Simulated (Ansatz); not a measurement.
Crystal: Ti.

```
Ti
1.0
    -1.64100    1.64100    1.64100
     1.64100   -1.64100    1.64100
     1.64100    1.64100   -1.64100
Ti
1
Direct
  0.00000 0.00000 0.00000
```

This isn't the form of Ti at room conditions, which is hcp.

```yaml
Program: Ansatz 0.2.0
Task: relaxation of cell and atoms
Functional: HSE03
Potentials_or_basis: Ansatz PAW
Cutoff: "420 eV (not typed: the program's choice for these potentials)"
k_mesh: 6 × 6 × 6
Occupations: fermi-dirac, width 0.05 eV
Spin: no spin polarisation
```

At the start: volume 17.68 Å³/atom.

How do energy, volume and symmetry change on relaxing?

It ends after 3 steps and the volume is 17.37 Å³/atom (-1.7 %); space group Im-3m (No. 229, to 0.05 Å).

Step by step:
| step | energy change (eV) | largest force (eV/Å) | volume (Å³) |
| --- | --- | --- | --- |
| 1 | 0.0000 | 0.0000 | 17.68 |
| 2 | -0.0021 | 0.0000 | 17.37 |
| 3 | -0.0020 | 0.0000 | 17.37 |

Final structure:
```yaml
crystal:
  lattice:
    - [-1.63147, 1.63147, 1.63147]
    - [1.63147, -1.63147, 1.63147]
    - [1.63147, 1.63147, -1.63147]
  atoms:
    - { symbol: Ti, position: [0.00000, 0.00000, 0.00000] }
```

Caveat: the k mesh is coarse (spacing up to 0.45 Å⁻¹), so the values aren't converged, least of all with exact exchange; the plane-wave basis is chosen anew once the cell has moved, so the energies of steps on either side of that aren't comparable; the PAW data sets come from PBE, with cores solved anew for the run's functional, which leaves a small shift of forces and pressure.
